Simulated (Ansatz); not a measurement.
Geometry optimisation, Ansatz, DFT LDA, scalar-relativistic, plane waves, PAW.

The input (input.yaml):

```yaml
crystal:
  lattice:
    - [0.0, 5.43, 5.43]
    - [5.43, 0.0, 5.43]
    - [5.43, 5.43, 0.0]
  atoms:
    - { symbol: Si, position: [0.0, 0.0, 0.0] }
    - { symbol: Si, position: [0.125, 0.125, 0.125] }
    - { symbol: Si, position: [0.0, 0.0, 0.5] }
    - { symbol: Si, position: [0.125, 0.125, 0.625] }
    - { symbol: Si, position: [0.0, 0.5, 0.0] }
    - { symbol: Si, position: [0.125, 0.625, 0.125] }
    - { symbol: Si, position: [0.0, 0.5, 0.5] }
    - { symbol: Si, position: [0.125, 0.625, 0.625] }
    - { symbol: Si, position: [0.5, 0.0, 0.0] }
    - { symbol: Si, position: [0.625, 0.125, 0.125] }
    - { symbol: Si, position: [0.5, 0.0, 0.5] }
    - { symbol: Si, position: [0.625, 0.125, 0.625] }
    - { symbol: Si, position: [0.5, 0.5, 0.0] }
    - { symbol: Si, position: [0.625, 0.625, 0.125] }
    - { symbol: Si, position: [0.5, 0.5, 0.5] }
    - { symbol: Si, position: [0.625, 0.625, 0.625] }
    - { symbol: H, position: [0.75678629, 0.74707802, 0.75178069], spin: 1.0 }
magnetization:
  spin_polarized: true
basis:
  ecutwfc: 420.0
kpoints:
  mp_grid: { grid: [2, 2, 2] }
hamiltonian:
  xc: lda
scf:
  occupations: { method: gaussian, width: 0.02 }
  lower_state_search: "off"
relax:
  f_tol: 0.03
  max_steps: 60
  adjacent_minimum: "off"
```

Run as:

```bash
$ ansatz run input.yaml --threads 2 --pin off --max-ram 5120MiB --backend cpu --events-out ev --progress --plain --runs-dir out
```

Problem. Where does it end, and by what steps?

Solution. The forces met the threshold. The force dipped under the threshold on the way, but the program's further checks kept it going. Limits of this set-up: coarse k mesh, a small cell, in which the defect meets its images, a typed lattice constant that wasn't relaxed here. After 17 steps the energy has fallen by 0.136 eV; H17 moved furthest, 0.47 Å. Joined: Si8–H17 (2.31 → 1.68 Å).

```csv
step,energy less start (eV),largest force component (eV/Å),accepted
0,0.0000,0.316,yes
1,-0.0381,0.088,yes
2,-0.0409,0.022,yes
3,-0.0412,0.026,yes
4,-0.0417,0.029,yes
5,-0.0423,0.028,yes
6,-0.0433,0.030,yes
7,-0.0516,0.083,yes
8,-0.0583,0.103,yes
9,-0.1008,0.213,yes
10,0.2088,1.895,no
11,-0.1195,0.137,yes
12,-0.1214,0.142,yes
13,-0.1292,0.055,yes
14,-0.1311,0.045,yes
15,-0.1329,0.072,yes
16,-0.1349,0.037,yes
17,-0.1356,0.021,yes
```

```xyz
17
Lattice="0.0000 5.4300 5.4300 5.4300 0.0000 5.4300 5.4300 5.4300 0.0000" Properties=species:S:1:pos:R:3
Si -0.008 0.018 0.009
Si 1.344 1.386 1.366
Si 2.769 2.669 0.040
Si 4.063 4.089 1.368
Si 2.735 0.059 2.695
Si 4.065 1.386 4.087
Si 5.390 2.669 2.662
Si 6.948 3.899 3.913
Si -0.015 2.711 2.765
Si 1.359 4.090 4.072
Si 2.704 5.463 2.727
Si 4.128 6.719 4.111
Si 2.666 2.711 5.446
Si 4.045 4.009 6.816
Si 5.464 5.259 5.397
Si 6.750 6.719 6.733
H 8.032 8.634 8.259
```

Whether the end is a true minimum wasn't checked by a vibrational analysis.

The run took 110 s on 2 threads of Arm Neoverse V2, with other jobs on the host, peak memory 0.62 GiB.
